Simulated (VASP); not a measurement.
Write the native input for VASP 6.6.1 that does the following.

* Task: relaxation of the atoms
* Functional: PBE
* Potentials or basis: VASP PAW PBE potentials, release 64 (Ir)
* Cutoff: 300 eV
* k mesh: 8 × 8 × 8
* Occupations: methfessel-paxton, width 0.1 eV
* Spin: no spin polarisation
* Further INCAR settings: ALGO = Normal; EDIFF = 1e-07; IBRION = 2; EDIFFG = -0.01; NSW = 40

The structure of Ir lies in POSCAR:

```
Ir                                      
1.0
    0.0000000000      1.9749773914      1.9749773914
    1.9749773914      0.0000000000      1.9749773914
    1.9749773914      1.9749773914      0.0000000000
  Ir            
     1
Direct
     0.0000000000000000    0.0000000000000000    0.0000000000000000
```

The cell isn't the ideal one: a relaxed cell with its volume scaled by 1.06.

One way to write it, as run:

INCAR

```
PREC     = Accurate       # precision mode
ENCUT    = 300            # plane-wave cutoff, eV
EDIFF    = 1E-7           # SCF threshold, eV
ISMEAR   = 1              # smearing method
SIGMA    = 0.1            # smearing width, eV
LREAL    = F              # projectors in reciprocal space
LASPH    = T              # aspherical terms in the spheres
NELM     = 80             # most SCF steps
ALGO     = Normal         # electronic algorithm
ISIF     = 2              # what is computed and relaxed
LWAVE    = F              # write WAVECAR
LCHARG   = F              # write CHGCAR
GGA      = PE             # functional
IBRION   = 2              # ionic algorithm
NSW      = 40             # ionic steps
EDIFFG   = -0.01          # ionic threshold
```

KPOINTS

```
regular mesh
0
Gamma
  8 8 8
```

Potentials or basis: VASP PAW PBE potentials, release 64 (Ir).

Launch:

```sh
$ cat potpaw_PBE.64/Ir/POTCAR > POTCAR
$ mpirun -np 1 vasp_std > vasp.out
```

It gave:

- Pressure after relaxing: -17.6 GPa
- Band gap on the k mesh: none (metal or under the smearing width)

Caveat: the relaxation stopped at its first step, so nothing moved.

It took 5.1 s on 1 thread of Intel(R) Xeon(R) Platinum 8488C (Sapphire Rapids), with other jobs on the host, peak memory 0.11 GiB.
